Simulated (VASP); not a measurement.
# Pt (Fm-3m) in VASP: a series of runs, part 2 of 2

VASP 6.6.1.

## Step 3: Electrostatic potential, PBEsol

This run uses another cell than the first one, of 15.01 Å³/atom, 0.997 times its volume.

Input file INCAR:

```
PREC     = Accurate       # precision mode
ENCUT    = 520            # plane-wave cutoff, eV
EDIFF    = 1E-6           # SCF threshold, eV
ISMEAR   = 1              # smearing method
SIGMA    = 0.1            # smearing width, eV
LREAL    = F              # projectors in reciprocal space
LASPH    = T              # aspherical terms in the spheres
NELM     = 80             # most SCF steps
ALGO     = Normal         # electronic algorithm
ISIF     = 2              # what is computed and relaxed
LWAVE    = F              # write WAVECAR
LCHARG   = T              # write CHGCAR
GGA      = PS             # functional
LVHAR    = T
```

Input file KPOINTS:

```
Automatic mesh
0
Gamma
  18 18 18
```

Input file POSCAR:

```
Pt                                      
1.0
    0.0000000000      1.9580495134      1.9580495134
    1.9580495134      0.0000000000      1.9580495134
    1.9580495134      1.9580495134      0.0000000000
  Pt            
     1
Direct
     0.0000000000000000    0.0000000000000000    0.0000000000000000
```

Potentials or basis: VASP PAW PBE potentials, release 64 (Pt).

Command:

```console
$ cat potpaw_PBE.64/Pt/POTCAR > POTCAR
$ mpirun -np 1 vasp_std > vasp.out
```

OUTCAR:

```text
PREC = Accurate
   ENCUT = 520
   EDIFF = 1E-6
   ISMEAR = 1
   LREAL = F
   LASPH = T
   NELM = 80
   ISIF = 2
   GGA = PS

 ion  position               nearest neighbor table
   1  0.000  0.000  0.000-

  LATTYP: Found a face centered cubic cell.
 ALAT       =     3.9160990268

  Lattice vectors:

 A1 = (   0.0000000000,   1.9580495134,   1.9580495134)
 A2 = (   1.9580495134,   0.0000000000,   1.9580495134)
 A3 = (   1.9580495134,   1.9580495134,   0.0000000000)

Analysis of symmetry for initial positions (statically):
=====================================================================
 Subroutine PRICEL returns:
 Original cell was already a primitive cell.

 Routine SETGRP: Setting up the symmetry group for a
 face centered cubic supercell.

 Subroutine GETGRP returns: Found 48 space group operations
 (whereof 48 operations were pure point group operations)
 out of a pool of 48 trial point group operations.

The static configuration has the point symmetry O_h .

Analysis of symmetry for dynamics (positions and initial velocities):
=====================================================================
 Subroutine PRICEL returns:
 Original cell was already a primitive cell.

 Routine SETGRP: Setting up the symmetry group for a
 face centered cubic supercell.

 Subroutine GETGRP returns: Found 48 space group operations
 (whereof 48 operations were pure point group operations)
 out of a pool of 48 trial point group operations.

The dynamic configuration has the point symmetry O_h .

 Subroutine INISYM returns: Found 48 space group operations
 (whereof 48 operations are pure point group operations),
 and found     1 'primitive' translations

----------------------------------------------------------------------------------------

                                     Primitive cell

[... 110 lines left out ...]
  Fermi-wavevector in a.u.,A,eV,Ry     =   1.429688  2.701718 27.810400  2.044007
  Thomas-Fermi vector in A             =   2.549614
   LORBIT       =      0    0 simple, 1 ext, 2 COOP (PROOUT), +10 PAW based schemes
   GGA     = PS    functional components
   LHFCALC =     F    Hartree Fock is set to
   AEXX    =    0.0000 exact exchange contribution
   IVDW    =     0    specifies the selected vdW correction
   LEPSILON=     F    determine dielectric tensor
   LRPA    =     F    only Hartree local field effects (RPA)
 non-spin polarized calculation
 Methfessel and Paxton  Order N= 1 SIGMA  =   0.10
  energy-cutoff  :      520.00
  volume of cell :       15.01
 maximum number of plane-waves:       419
 NGX is ok and might be reduce to    24
   NGX = 11   NGY = 11   NGZ = 11

 number of electron      10.0000000 magnetization

 Free energy of the ion-electron system (eV)
  ---------------------------------------------------
  ext. energy  EPLUGINS =         0.00000000
  ---------------------------------------------------
  free energy    TOTEN  =        -6.96019242 eV

  energy without entropy =       -6.95947406  energy(sigma->0) =       -6.95995296

 E-fermi :  11.1841     XC(G=0): -13.6548

 val. band max:       11.1828154894   @ k =  -0.3333   0.3889   0.1111
 cond. band min:      11.1937808179   @ k =   0.3889   0.2222   0.0000
 fundamental gap:      0.0109653285
 Fermi energy:        11.1840619190

 k-point     1 :       0.0000    0.0000    0.0000
  band No.  band energies     occupation
      1       0.8357      2.00000
      2       7.3473      2.00000
      3       7.3473      2.00000
      4       7.3473      2.00000
      5       9.5417      2.00000
      6       9.5417      2.00000
      7      25.7941      0.00000
      8      30.7767      0.00000
      9      30.7767      0.00000
[... 265 lines left out ...]
 k-point    24 :      -0.2222    0.0556    0.0000
  band No.  band energies     occupation
      1       2.8936      2.00000
      2       6.8422      2.00000
      3       7.7449      2.00000
      4       7.8141      2.00000
      5       9.3393      2.00000
      6      10.0281      2.00000
      7      24.8484      0.00000
      8      27.7217      0.00000
      9      32.2563      0.00000

 [... further k-points ...]

------------------------ aborting loop because EDIFF is reached ----------------------------------------

  FORCE on cell =-STRESS in cart. coord.  units (eV):
  Direction    XX          YY          ZZ          XY          YZ          ZX
  --------------------------------------------------------------------------------------
  -------------------------------------------------------------------------------------
  Total       -0.0080339     -0.0080339     -0.0080339      0.0000000      0.0000000      0.0000000
  in kB       -0.8573056     -0.8573056     -0.8573056      0.0000000      0.0000000      0.0000000
  external PRESSURE =      -0.8573056 kB  Pullay stress =       0.0000000 kB

 VOLUME and BASIS-vectors are now :
 -----------------------------------------------------------------------------
  energy-cutoff  :      520.00
  volume of cell :       15.01
      direct lattice vectors                 reciprocal lattice vectors
     0.000000000  1.958049513  1.958049513    -0.255356158  0.255356158  0.255356158
     1.958049513  0.000000000  1.958049513     0.255356158 -0.255356158  0.255356158
     1.958049513  1.958049513  0.000000000     0.255356158  0.255356158 -0.255356158

 POSITION                                       TOTAL-FORCE (eV/Angst)
 -----------------------------------------------------------------------------------
      0.00000      0.00000      0.00000         0.000000      0.000000      0.000000
 -----------------------------------------------------------------------------------
    total drift:                               -0.000000      0.000000     -0.000000

  FREE ENERGIE OF THE ION-ELECTRON SYSTEM (eV)
  ---------------------------------------------------
  free  energy   TOTEN  =        -6.9601924150 eV

  energy  without entropy=       -6.9594740623  energy(sigma->0) =       -6.95995296
```

OSZICAR:

```text
N       E                     dE             d eps       ncg     rms          rms(c)
DAV:   1     0.370352585144E+02    0.37035E+02   -0.55017E+03  3622   0.103E+03
DAV:   2    -0.693065880247E+01   -0.43966E+02   -0.42080E+02  3716   0.189E+02
DAV:   3    -0.741424789327E+01   -0.48359E+00   -0.48021E+00  4114   0.200E+01
DAV:   4    -0.741573249261E+01   -0.14846E-02   -0.14845E-02  4031   0.118E+00
DAV:   5    -0.741574184256E+01   -0.93499E-05   -0.93497E-05  3959   0.864E-02    0.135E+01
DAV:   6    -0.701014666778E+01    0.40560E+00   -0.10621E+00  3593   0.933E+00    0.687E+00
DAV:   7    -0.696459906217E+01    0.45548E-01   -0.18221E-01  3746   0.372E+00    0.257E+00
DAV:   8    -0.696051085309E+01    0.40882E-02   -0.79086E-03  3762   0.926E-01    0.675E-01
DAV:   9    -0.696018796849E+01    0.32288E-03   -0.33586E-04  3756   0.190E-01    0.228E-02
DAV:  10    -0.696019221209E+01   -0.42436E-05   -0.35841E-06  4032   0.145E-02    0.577E-03
DAV:  11    -0.696019241503E+01   -0.20294E-06   -0.51914E-08  1918   0.243E-03
   1 F= -.69601924E+01 E0= -.69599530E+01  d E =-.718353E-03
```

stdout:

```text
POSCAR found type information on POSCAR Pt
 POSCAR found :  1 types and       1 ions
 scaLAPACK will be used
 -----------------------------------------------------------------------------
|                                                                             |
|                                                                             |
|     You enforced a specific xc type in the INCAR file but a different       |
|     I HOPE YOU KNOW WHAT YOU ARE DOING!                                     |
|                                                                             |
 -----------------------------------------------------------------------------

 LDA part: xc-table for (Slater+PW92), standard interpolation
 POSCAR, INCAR and KPOINTS ok, starting setup
 FFT: planning ... GRIDC
 FFT: planning ... GRID_SOFT
 FFT: planning ... GRID
 WAVECAR not read
 entering main loop
```

Run time: 17 s. Hardware: 1 thread of AMD EPYC 9R14 (Zen 4), shared host; peak memory 0.13 GiB.

What came out:

```
Free energy            : -6.9602 eV
Pressure               : -0.1 GPa
Band gap on the k mesh : none (metal or under the smearing width)
```

Caveat: the PAW data sets were made with another functional, which shifts forces and pressure a little.
